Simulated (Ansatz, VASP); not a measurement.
WS2 in VASP and in Ansatz

Contents of INCAR:

```
SYSTEM = WS2
PREC = Accurate ; ENCUT = 520
EDIFF = 1E-6 ; ISMEAR = 0
SIGMA = 0.05 ; LREAL = .False.
LASPH = .True. ; NELM = 80
ALGO = Normal ; ISIF = 2
LWAVE = .False. ; LCHARG = .False.
ISPIN = 2 ; MAGMOM = 0.5 0 0
LORBIT = 11 ; LMAXMIX = 4
LDAU = .True. ; LDAUTYPE = 2
LDAUL = 2 -1 ; LDAUU = 4 0
LDAUJ = 0 0 ; LDAUPRINT = 1
GGA = PE
```

KPOINTS

```
regular mesh
0
Gamma
  6 6 6
  0 0 0
```

Contents of POSCAR:

```
WS2
1.0
    0.0000000000      3.0079352200      3.0079352200
    3.0079352200      0.0000000000      3.0079352200
    3.0079352200      3.0079352200      0.0000000000
W S
1 2
Direct
    0.0000000000      0.0000000000      0.0000000000
    0.2500000000      0.2500000000      0.2500000000
    0.7500000000      0.7500000000      0.7500000000
```

File input.yaml:

```yaml
crystal:
  lattice:
    - [0.0, 3.00793522, 3.00793522]
    - [3.00793522, 0.0, 3.00793522]
    - [3.00793522, 3.00793522, 0.0]
  atoms:
    - { symbol: W, position: [0.0, 0.0, 0.0], spin: 0.5 }
    - { symbol: S, position: [0.25, 0.25, 0.25] }
    - { symbol: S, position: [0.75, 0.75, 0.75] }
hamiltonian:
  xc: pbe
  pseudopotentials: { kind: paw }
  hubbard: { sites: [{ species: W, l: d, u_eff: 4.0 }] }
magnetization:
  spin_polarized: true
kpoints:
  mp_grid: { grid: [6, 6, 6] }
scf:
  occupations: { method: gaussian, width: 0.05 }
output:
  forces: true
  stress: true
  eigenvalues: true
```

Measurements of this composition are mostly on another form, of space group No. 194.

Alike in both runs: task single point; functional PBE; k mesh 6 × 6 × 6; occupations gaussian, width 0.05 eV; collinear spin, ferromagnetic start; Hubbard terms W d U = 4 eV.

```csv
,VASP,Ansatz
version,VASP 6.6.1,Ansatz 0.2.0
potentials or method,"VASP PAW PBE potentials, release 64 (W_sv, S)",Ansatz PAW
plane-wave cutoff (eV),520,420
valence electrons in the cell,26,26
```

|  | VASP | Ansatz | Ansatz less VASP |
| --- | --- | --- | --- |
| gap on the k mesh at the Fermi level (eV) | none | none | - |
| pressure (GPa) | 0.8 | 0.1 | -0.75 |
| net moment per atom (μB) | 0.66 | 0.66 | +0.002 |
| size of the moment on the site where the two differ most (μB) | 1.76 | 1.55 | -0.211 |

Site moments also hang on the region over which each program counts them. The programs project onto different local orbitals, so the same U acts differently. A gap of «none» marks a metal or a gap that the smearing closes.

Caveats: the magnetic or orbital state may not be the lowest (Ansatz). Spin-orbit coupling is left out, which matters for the levels of W. The state reached can hang on the start; a lower one may exist.
